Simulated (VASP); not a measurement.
# BaTiO₃: convergence, relaxation of the cell

BaTiO₃, R3m (no. 160), 5 atoms in the cell. RPBE; PAW potentials Ba_sv, Ti_sv, O (PBE set). VASP 6.6.1. The cell is changed on purpose: volume scaled by 1.06.

Wanted: cell volume within 0.2 %; lattice lengths within 0.1 %; shortest distances from each atom, periodic images included within 0.005 Å.

What the run is for: cell; Accuracy asked: standard.

The series start from Plane-wave cutoff (eV): 600; k-point mesh: 5 × 5 × 5; Relaxation passes: 2; Ionic threshold (EDIFFG): -0.005; Electronic threshold (eV): 1e-6; Precision mode (PREC): Accurate; Relaxation algorithm: IBRION=2 POTIM=0.5. Each series keeps the choices made before it, and each single choice may use up half of a tolerance. Times cover all steps of a run.

## Plane-wave cutoff (eV)

| Plane-wave cutoff (eV) | Cell volume (Å³) | Lattice lengths, largest deviation against the largest value | Shortest distances from each atom, periodic images included, largest deviation (Å) | Time (s) |
|---|---|---|---|---|
| 400 | 67.6 | 1.6 % | 0.0856 | 56 |
| 460 | 70.25 | 0.33 % | 0.0183 | 120 |
| 520 | 70.87 | 0.037 % | 0.0025 | 83 |
| 600 | 70.73 | 0.1 % | 0.0056 | 114 |
| 700 | 70.7 | 0.12 % | 0.0064 | 154 |
| 840 (reference) | 70.95 | 0 % | 0.0000 | 238 |

Chosen: 840; the next looser run is off by more than half of the tolerance, so convergence isn't shown beyond this value.

## k-point mesh

| k-point mesh | Cell volume (Å³) | Lattice lengths, largest deviation against the largest value | Shortest distances from each atom, periodic images included, largest deviation (Å) | Time (s) |
|---|---|---|---|---|
| 3 × 3 × 3 | 71.25 | 0.15 % | 0.0145 | 145 |
| 4 × 4 × 4 | 70.96 | 0.0068 % | 0.0009 | 191 |
| 5 × 5 × 5 | 70.95 | 0.0024 % | 0.0004 | 238 |
| 6 × 6 × 6 | 70.95 | 0.0022 % | 0.0002 | 360 |
| 7 × 7 × 7 (reference) | 70.94 | 0 % | 0.0000 | 468 |

Chosen: 4 × 4 × 4, the loosest value from which every tighter one stays within half of the tolerance.

## Relaxation passes

| Relaxation passes | Cell volume (Å³) | Lattice lengths, largest deviation against the largest value | Shortest distances from each atom, periodic images included, largest deviation (Å) | Time (s) |
|---|---|---|---|---|
| 1 | 70.93 | 0.016 % | 0.0005 | 148 |
| 2 | 70.96 | 0.0034 % | 0.0001 | 191 |
| 3 (reference) | 70.96 | 0 % | 0.0000 | 231 |

Chosen: 1.

## Ionic threshold (EDIFFG)

| Ionic threshold (EDIFFG) | Cell volume (Å³) | Lattice lengths, largest deviation against the largest value | Shortest distances from each atom, periodic images included, largest deviation (Å) | Time (s) |
|---|---|---|---|---|
| -0.05 | 70.83 | 0.056 % | 0.0070 | 110 |
| -0.02 | 70.93 | 0.008 % | 0.0010 | 128 |
| -0.01 | 70.93 | 0.0077 % | 0.0007 | 136 |
| -0.005 | 70.93 | 0.0084 % | 0.0003 | 148 |
| -0.002 (reference) | 70.95 | 0 % | 0.0000 | 234 |

Chosen: -0.02.

## Electronic threshold (eV)

| Electronic threshold (eV) | Cell volume (Å³) | Lattice lengths, largest deviation against the largest value | Shortest distances from each atom, periodic images included, largest deviation (Å) | Time (s) |
|---|---|---|---|---|
| 0.0001 | 70.8 | 0.046 % | 0.0025 | 120 |
| 1e-5 | 70.87 | 0.013 % | 0.0011 | 147 |
| 1e-6 | 70.93 | 0.013 % | 0.0014 | 128 |
| 1e-7 (reference) | 70.9 | 0 % | 0.0000 | 145 |

Chosen: 1e-5.

## Precision mode (PREC)

| Precision mode (PREC) | Cell volume (Å³) | Lattice lengths, largest deviation against the largest value | Shortest distances from each atom, periodic images included, largest deviation (Å) | Time (s) |
|---|---|---|---|---|
| Normal | 70.89 | 0.0099 % | 0.0002 | 81 |
| Accurate (reference) | 70.87 | 0 % | 0.0000 | 147 |

Chosen: Normal.

## Relaxation algorithm

| Relaxation algorithm | Cell volume (Å³) | Lattice lengths, largest deviation against the largest value | Shortest distances from each atom, periodic images included, largest deviation (Å) | Time (s) |
|---|---|---|---|---|
| IBRION=2 POTIM=0.5 | 70.89 | 0 % | 0.0000 | 81 |
| IBRION=2 POTIM=0.2 | 70.88 | 0.0065 % | 0.0011 | 91 |
| IBRION=1 POTIM=0.5 | 70.8 | 0.043 % | 0.0026 | 60 |
| IBRION=1 POTIM=0.2 | 70.91 | 0.0077 % | 0.0045 | 98 |

Chosen: IBRION=2 POTIM=0.5; no other choice that stays within half of the tolerance saves 30 % of the time.

## All choices together

| Input | Cell volume (Å³) | Lattice lengths, largest deviation against the largest value | Shortest distances from each atom, periodic images included, largest deviation (Å) | Time (s) |
|---|---|---|---|---|
| the program's defaults (naive) | 67.79 | 1.5 % | 0.0796 | 15 |
| chosen settings | 70.89 | 0.024 % | 0.0021 | 81 |
| reference settings throughout | 70.94 | 0 % | 0.0000 | 502 |

The chosen settings stay within the tolerance of the reference run, but the reference itself isn't shown to be converged in: Plane-wave cutoff (eV).

Values of the reference run: Lattice lengths: 4.14, 4.14, 4.14 Å.

## The input

INCAR.step1:
```
GGA = RP
ISMEAR = 0
SIGMA = 0.03
LWAVE = False
LCHARG = False
NSW = 80
PREC = Normal
LASPH = True
LREAL = False
ALGO = Normal
EDIFF = 1E-5
NELM = 120
GGA_COMPAT = False
IBRION = 2
ISIF = 3
EDIFFG = -0.02
NELMIN = 4
ENCUT = 840
EFERMI = MIDGAP
KPAR = 4
POTIM = 0.5
```

INCAR.step2, as INCAR.step1 but for:
```
- NSW = 80
- IBRION = 2
- ISIF = 3
- EDIFFG = -0.02
- NELMIN = 4
- POTIM = 0.5
+ ISIF = 2
```

KPOINTS:
```
Automatic mesh
0
Gamma
  4 4 4
  0 0 0
```

POSCAR.step1:
```
BaTiO3
1.0
    2.8828192476      1.6643964686      2.3638637331
   -2.8828192476      1.6643964686      2.3638637331
    0.0000000000     -3.3287929373      2.3638637331
Ba Ti O
1 1 3
Direct
    0.0000000000      0.0000000000      0.0000000000
    0.4845000000      0.4845000000      0.4845000000
    0.5086000000      0.0175000000      0.5086000000
    0.0175000000      0.5086000000      0.5086000000
    0.5086000000      0.5086000000      0.0175000000
```

Commands (each step's output is kept before the next begins):
```
cat potpaw_PBE.64/Ba_sv/POTCAR potpaw_PBE.64/Ti_sv/POTCAR potpaw_PBE.64/O/POTCAR > POTCAR
cp INCAR.step1 INCAR
cp POSCAR.step1 POSCAR
mpirun -np 4 vasp_std > vasp.out
cp CONTCAR POSCAR
cp INCAR.step2 INCAR
mpirun -np 4 vasp_std > vasp.out
```

The chosen input took VASP 6.6.1 81 s on 4 cores (Intel Xeon Platinum 8488C (Sapphire Rapids)), a shared host.

## An input that fails: ionic step far too long

VASP's message: Orbital orthonormalization failed in the inversion of matrix LAPACK: Routine ZPOTRF failed! kpoint: 1 spin: 1 Possible solutions for this issue are: - Please check whether the atoms are too close to each other. - Decreasing POTIM might help during relaxations or MDs. - Deleting CHGCAR or WAVECAR if incompatible with the structure. - Try calculating without symmetrizing (ISYM = 0 or ISYM = -1). ….

Changes against the starting input:
```
(all steps)
- NSW = 80
- NELM = 120
- IBRION = 2
- POTIM = 0.5
+ NSW = 30
+ NELM = 63
+ IBRION = 1
+ POTIM = 3.0
```
